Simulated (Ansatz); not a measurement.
A relaxed cell of As is given with its symmetry left out. The cell was found from a structure generator's guess, not taken from experiment.

Level of theory: DFT PBE, scalar-relativistic, plane waves, PAW (Ansatz). Cutoff 420 eV, Γ-centred mesh, Gaussian smearing, no spin polarisation.

```
As
1.0
     2.73049    0.00000    0.00000
     0.00000    2.73049    0.00000
     0.00000    0.00000    2.73049
As
1
Direct
  0.50000 0.50000 0.50000
```

Energies count from the standard state of As at the same level.

Problem. What space group does it have?

Solution. Pm-3m (No. 221), the simple cubic type. Conventional cell: a = 2.730 Å. Around As lie 6 As at 2.73 Å.

Problem. How far does it lie from the standard state of As?

Solution. +0.11 eV/atom. So it is a metastable form at best.

Problem. Is it a metal?

Solution. Yes, bands cross the Fermi level on the 20×20×20 mesh.

The last run used a 20×20×20 mesh for its 1-atom cell and Gaussian smearing of 0.10 eV. The reference form of As is held partly by dispersion forces, which this level lacks. Symmetry constrained the relaxation, so the result can be a saddle point.
